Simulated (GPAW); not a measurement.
BP, 2 atoms in the cell. Symmetry: F-43m, No. 216, cubic system. The conventional cell has a = 4.538 Å, b = 4.538 Å, c = 4.538 Å, α = 90.00°, β = 90.00°, γ = 90.00°. P (site symmetry -43m) has 4 B at 1.97 Å as nearest neighbours. B (site symmetry -43m) is surrounded by 4 P at 1.97 Å. 

```yaml
Program: GPAW 26.7.0
Task: single point
Functional: PBEsol
Potentials_or_basis: PAW data sets generated in the run's folder for this functional
Cutoff: 800 eV
Basis: pw
k_mesh: 10 × 10 × 10
Occupations: fermi-dirac, width 0.05 eV
Spin: no spin polarisation
Maxiter: 150
```

Potentials or basis: PAW data sets generated in the run's folder for this functional, pw.

Run with:

```bash
$ gpaw-setup -f PBEsol B P
$ OMP_NUM_THREADS=1 python run.py
```

Hardware: 1 thread of Arm Neoverse V1 (shared host).

**Question.** Estimate the wall time of this run.

**Answer.** Run time: 16 s on 1 thread of Arm Neoverse V1, with other jobs on the host, peak memory 0.15 GiB. Counts: scf iterations 9, plane waves 1243, bands 11, k points 47.
